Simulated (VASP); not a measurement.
A run of VASP 6.6.1:

The input INCAR:

```
SYSTEM = Sb
PREC = Accurate
ENCUT = 600
EDIFF = 1E-6
ISMEAR = -1
SIGMA = 0.05
LREAL = .False.
LASPH = .True.
NELM = 100
ALGO = Fast
ISIF = 3
LWAVE = .False.
LCHARG = .False.
IBRION = 2
NSW = 60
EDIFFG = -0.01
```

KPOINTS

```
regular mesh
0
Gamma
  8 8 8
  0 0 0
```

The input POSCAR:

```
Sb
1.0
   -1.8713408863      1.8713408863      1.8713408863
    1.8713408863     -1.8713408863      1.8713408863
    1.8713408863      1.8713408863     -1.8713408863
Sb
1
Direct
    0.0000000000      0.0000000000      0.0000000000
```

Potentials or basis: VASP PAW LDA potentials, release 64 (Sb).

Launch:

```console
$ cat potpaw_LDA.64/Sb/POTCAR > POTCAR
$ mpirun -np 1 vasp_std > vasp.out
```

Hardware: 1 thread of AMD EPYC 7R43 64-Core Processor (Zen 3), with other jobs on the host.

Question: Estimate the wall time of this run.

Answer: Wall time 15 s on 1 thread of AMD EPYC 7R43 64-Core Processor (Zen 3), on a shared host, peak memory 0.11 GiB. Counts: scf iterations 24, k points 29, ion steps 3.
